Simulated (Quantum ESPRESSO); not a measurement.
## TePb: band structure with PBE

**Experimental background.**

A printed reference work, monograph reports, for a bulk crystal of TePb at 4.2 K: band gap 0.19 eV (direct).

TePb:

```xyz
2
Lattice="0.0000 3.2310 3.2310 3.2310 0.0000 3.2310 3.2310 3.2310 0.0000" Properties=species:S:1:pos:R:3 pbc="T T T"
Pb    0.0000    0.0000    0.0000
Te    3.2310    3.2310    3.2310
```

```json
{
 "Program": "Quantum ESPRESSO 7.5",
 "Task": "band structure",
 "Functional": "PBE",
 "Potentials or basis": "PseudoDojo 0.4 FR PBE standard",
 "Cutoff": "1088 eV",
 "Density cutoff": "4354 eV",
 "k mesh": "7 × 7 × 7",
 "Occupations": "fermi-dirac, width 0.05 eV",
 "Spin": "spin-orbit coupling, no magnetisation",
 "Mixing beta": "0.5",
 "Most SCF iterations": "120",
 "SCF threshold": "4e-10 Ry"
}
```

```yaml
Pressure: 2.0 GPa
Band_gap_along_the_path: 0.09 eV, direct
```

Levels at the corners of the path, in eV from the Fermi level:
| point | band 27 | band 28 | band 29 | band 30 | band 31 | band 32 | band 33 | band 34 |
| --- | --- | --- | --- | --- | --- | --- | --- | --- |
| Γ | -1.11 | -1.11 | -1.11 | -1.11 | 2.52 | 2.52 | 4.66 | 4.66 |
| X | -3.31 | -3.31 | -2.59 | -2.59 | 3.24 | 3.24 | 4.43 | 4.43 |
| W | -3.91 | -3.91 | -0.47 | -0.47 | 1.42 | 1.42 | 5.09 | 5.09 |
| K | -2.68 | -2.68 | -1.98 | -1.98 | 2.96 | 2.96 | 3.99 | 3.99 |
| Γ | -1.11 | -1.11 | -1.11 | -1.11 | 2.52 | 2.52 | 4.66 | 4.66 |
| L | -0.76 | -0.76 | -0.09 | -0.09 | 0.00 | 0.00 | 1.21 | 1.21 |
| U | -2.68 | -2.68 | -1.98 | -1.98 | 2.96 | 2.96 | 3.99 | 3.99 |
| W | -3.91 | -3.91 | -0.47 | -0.47 | 1.42 | 1.42 | 5.09 | 5.09 |
| L | -0.76 | -0.76 | -0.09 | -0.09 | 0.00 | 0.00 | 1.21 | 1.21 |
| K | -2.68 | -2.68 | -1.98 | -1.98 | 2.96 | 2.96 | 3.99 | 3.99 |
| U | -2.68 | -2.68 | -1.98 | -1.98 | 2.96 | 2.96 | 3.99 | 3.99 |
| X | -3.31 | -3.31 | -2.59 | -2.59 | 3.24 | 3.24 | 4.43 | 4.43 |

Wall time 8.9 min on 1 thread of Arm Neoverse V1 (shared host), peak memory 0.52 GiB.

Against the measured gap of TePb, 0.19 eV (direct; 4.2 K; a printed reference work, monograph), the calculated 0.09 eV is off by -0.10 eV. The value is that of PBE, without temperature or zero-point motion. Semilocal functionals fall short of measured gaps as a rule.

Caveat: this odd mesh misses L, where the gap lies, so gap, dielectric constants and Born charges aren't listed.
